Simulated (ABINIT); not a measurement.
# CaSe (Fm-3m) in ABINIT: reference runs

How does CaSe come out in PBEsol? The cell is run as given.

All numbers are computed with ABINIT 10.8.3 (patched build); they aren't measurements. Logs are shortened: lines on timing, memory, paths and dates and some standing lists are left out, and cuts for length are marked. The log counts tension as positive stress, the text compression.

**Measured values to compare with.**

A printed reference work, monograph, original work of 1988 reports, for a bulk crystal of CaSe at 2 K: band gap 3.85 eV (indirect).

How close the calculation comes is told below.

### 1 The crystal as given

It takes space group Fm-3m (No. 225, cubic). Conventional cell: a = 5.912 Å, b = 5.912 Å, c = 5.912 Å, α = 90.00°, β = 90.00°, γ = 90.00°. Around Se (site symmetry m-3m) lie 6 Ca at 2.96 Å. Ca (site symmetry m-3m) is surrounded by 6 Se at 2.96 Å.

### 2 Single point, PBEsol

run.abi

```
# Pseudopotentials
pp_dirpath "./"
pseudos "Se.upf, Ca.upf"

# Structure
acell 3*1.0
rprim
     0.0000000000     5.5860304244     5.5860304244
     5.5860304244     0.0000000000     5.5860304244
     5.5860304244     5.5860304244     0.0000000000
ntypat 2
znucl 34 20
natom 2
typat 1 2
xred
     0.5000000000     0.5000000000     0.5000000000
     0.0000000000     0.0000000000     0.0000000000

# Plane-wave basis
ecut 43.0

# k points
kptopt 1
ngkpt 8 8 8
nshiftk 1
shiftk 0.0 0.0 0.0

# Exchange and correlation
ixc -116133

# Bands and occupations
nband 17
occopt 3
tsmear 0.00183747

# SCF cycle
nstep 100
tolvrs 1.0e-10

# Output
iomode 3
prtwf 0
prtden 0
prteig 0
prtebands 0
```

Potentials or basis: PseudoDojo NC SR PBEsol v0.4.1 standard.

Command:

```console
> mpirun --bind-to none -np 4 abinit run.abi > log 2>&1
```

run.abo:

```text
.Version 10.8.3 of ABINIT
 Symmetries : space group Fm -3 m (#225); Bravais cF (face-center cubic)
================================================================================
 Values of the parameters that define the memory need of the present run
     intxc =       0    ionmov =       0      iscf =       7    lmnmax =       6
     lnmax =       6     mgfft =      48  mpssoang =       3    mqgrid =    3001
     natom =       2  nloc_mem =       1    nspden =       1   nspinor =       1
    nsppol =       1      nsym =      48    n1xccc =    2501    ntypat =       2
    occopt =       3   xclevel =       2
       mpw =        4723          nfft =      110592          nkpt =          29
================================================================================
================================================================================

--------------------------------------------------------------------------------
------------- Echo of variables that govern the present computation ------------
--------------------------------------------------------------------------------
 -outvars: echo values of preprocessed input variables --------
            acell      1.0000000000E+00  1.0000000000E+00  1.0000000000E+00 Bohr
              amu      7.89600000E+01  4.00780000E+01
             ecut      4.30000000E+01 Hartree
              ixc     -116133
         kptrlatt        8    0    0      0    8    0      0    0    8
          kptrlen      6.31987199E+01
            natom           2
            nband          17
            ngfft          48      48      48
             nkpt          29
            nstep         100
             nsym          48
           ntypat           2
           occopt           3
           prtden           0
        prtebands           0
           prteig           0
            prtwf           0
            rprim      0.0000000000E+00  5.5860304244E+00  5.5860304244E+00
                       5.5860304244E+00  0.0000000000E+00  5.5860304244E+00
                       5.5860304244E+00  5.5860304244E+00  0.0000000000E+00
          spgroup         225
           tolvrs      1.00000000E-10
           tsmear      1.83747000E-03 Hartree
            typat      1  2
           xangst      2.9559999980E+00  2.9559999980E+00  2.9559999980E+00
                       0.0000000000E+00  0.0000000000E+00  0.0000000000E+00
            xcart      5.5860304244E+00  5.5860304244E+00  5.5860304244E+00
                       0.0000000000E+00  0.0000000000E+00  0.0000000000E+00
             xred      5.0000000000E-01  5.0000000000E-01  5.0000000000E-01
                       0.0000000000E+00  0.0000000000E+00  0.0000000000E+00
            znucl       34.00000   20.00000

================================================================================

 chkinp: Checking input parameters for consistency.

[... 88 lines left out ...]

 Integrated electronic density in atomic spheres:
 ------------------------------------------------
 Atom  Sphere_radius  Integrated_density
    1        2.00000         13.29096244
    2        2.00000          7.58498672
================================================================================

 ----iterations are completed or convergence reached----

 Mean square residual over all n,k,spin=   10.343E-06; max=  57.821E-05
 reduced coordinates (array xred) for    2 atoms
       0.500000000000      0.500000000000      0.500000000000
       0.000000000000      0.000000000000      0.000000000000
 rms dE/dt=  0.0000E+00; max dE/dt=  0.0000E+00; dE/dt below (all hartree)
    1       0.000000000000      0.000000000000      0.000000000000
    2       0.000000000000      0.000000000000      0.000000000000

 cartesian coordinates (angstrom) at end:
    1      2.95599999799791     2.95599999799791     2.95599999799791
    2      0.00000000000000     0.00000000000000     0.00000000000000

 cartesian forces (hartree/bohr) at end:
    1     -0.00000000000000    -0.00000000000000    -0.00000000000000
    2     -0.00000000000000    -0.00000000000000    -0.00000000000000
 frms,max,avg= 0.0000000E+00 0.0000000E+00   0.000E+00  0.000E+00  0.000E+00 h/b

 cartesian forces (eV/Angstrom) at end:
    1     -0.00000000000000    -0.00000000000000    -0.00000000000000
    2     -0.00000000000000    -0.00000000000000    -0.00000000000000
 frms,max,avg= 0.0000000E+00 0.0000000E+00   0.000E+00  0.000E+00  0.000E+00 e/A
 length scales=  1.000000000000  1.000000000000  1.000000000000 bohr
              =  0.529177210544  0.529177210544  0.529177210544 angstroms
 Fermi (or HOMO) energy (hartree) =   0.18464   Average Vxc (hartree)=  -0.35777
 Eigenvalues (hartree) for nkpt=  29  k points:
 kpt#   1, nband= 17, wtk=  0.00195, kpt=  0.0000  0.0000  0.0000 (reduced coord)
  -1.54091   -1.54091   -1.54062   -1.54062   -1.54062   -1.30492   -0.60915   -0.60915
  -0.60915   -0.28580    0.14902    0.14902    0.14902    0.26635    0.28341    0.28346
   0.28347
      occupation numbers for kpt#   1
   2.00000    2.00000    2.00000    2.00000    2.00000    2.00000    2.00000    2.00000
   2.00000    2.00000    2.00000    2.00000    2.00000    0.00000    0.00000    0.00000
   0.00000
 prteigrs : prtvol=0 or 1, do not print more k-points.

--- !EnergyTerms
iteration_state     : {dtset: 1, }
comment             : Components of total free energy in Hartree
kinetic             :  9.16051242795663E+01
hartree             :  4.53075985937881E+01
xc                  : -3.12936688765929E+01
Ewald energy        : -8.86553272643723E+01
psp_core            :  3.10556272567578E+00
local_psp           : -1.30701281864232E+02
non_local_psp       : -4.92707383747112E+01
internal            : -1.59902730780878E+02
'-kT*entropy'       : -3.63484364178556E-12
total_energy        : -1.59902730780882E+02
total_energy_eV     : -4.35117496906569E+03
band_energy         : -2.16764324619031E+01
...

 Cartesian components of stress tensor (hartree/bohr^3)
  sigma(1 1)=  3.90281379E-05  sigma(3 2)=  0.00000000E+00
  sigma(2 2)=  3.90281379E-05  sigma(3 1)=  0.00000000E+00
  sigma(3 3)=  3.90281379E-05  sigma(2 1)=  0.00000000E+00

-Cartesian components of stress tensor (GPa)         [Pressure= -1.1482E+00 GPa]
- sigma(1 1)=  1.14824746E+00  sigma(3 2)=  0.00000000E+00
- sigma(2 2)=  1.14824746E+00  sigma(3 1)=  0.00000000E+00
- sigma(3 3)=  1.14824746E+00  sigma(2 1)=  0.00000000E+00

== END DATASET(S) ==============================================================
================================================================================

 -outvars: echo values of variables after computation  --------
            acell      1.0000000000E+00  1.0000000000E+00  1.0000000000E+00 Bohr
           etotal     -1.5990273078E+02
            fcart     -0.0000000000E+00 -0.0000000000E+00 -0.0000000000E+00
                      -0.0000000000E+00 -0.0000000000E+00 -0.0000000000E+00
            rprim      0.0000000000E+00  5.5860304244E+00  5.5860304244E+00
                       5.5860304244E+00  0.0000000000E+00  5.5860304244E+00
                       5.5860304244E+00  5.5860304244E+00  0.0000000000E+00
           strten      3.9028137909E-05  3.9028137909E-05  3.9028137909E-05
                       0.0000000000E+00  0.0000000000E+00  0.0000000000E+00
           xangst      2.9559999980E+00  2.9559999980E+00  2.9559999980E+00
                       0.0000000000E+00  0.0000000000E+00  0.0000000000E+00
             xred      5.0000000000E-01  5.0000000000E-01  5.0000000000E-01
                       0.0000000000E+00  0.0000000000E+00  0.0000000000E+00
 Calculation completed.
```

It took 14 s on 4 MPI ranks of AMD EPYC 9R45 (Zen 5), shared host; peak memory 0.4 GiB.

Results:

```yaml
Free_energy: -4351.1750 eV
Pressure: -1.1 GPa
Band_gap_on_the_k_mesh: 1.94 eV, indirect (least direct gap 2.88 eV)
Valence_electrons_inside_the_program's_atomic_spheres: Se 13.29; Ca 7.58
```

Levels at points of the mesh, in eV from the valence-band top:
```
           k point  band 9  band 10  band 11  band 12  band 13  band 14  band 15  band 16  band 17
(0.00, 0.00, 0.00)  -20.63   -11.83     0.00     0.00     0.00     3.19     3.66     3.66     3.66
(0.50, 0.00, 0.00)  -20.64   -11.13    -3.33    -1.21    -1.21     4.39     5.45     5.49     5.49
(0.50, 0.50, 0.00)  -20.67   -11.25    -2.56    -0.95    -0.95     1.94     4.96     5.04     6.04
```

### 3 Comparison with measurements

Step 2. Against the measured gap of CaSe, 3.85 eV (indirect; 2 K; a printed reference work, monograph, original work of 1988), the calculated 1.94 eV is off by -1.91 eV. Spin-orbit coupling on Se is left out. The value is that of PBEsol on a finite k mesh, which can miss the band edges, without temperature or zero-point motion. Semilocal functionals fall short of measured gaps as a rule.
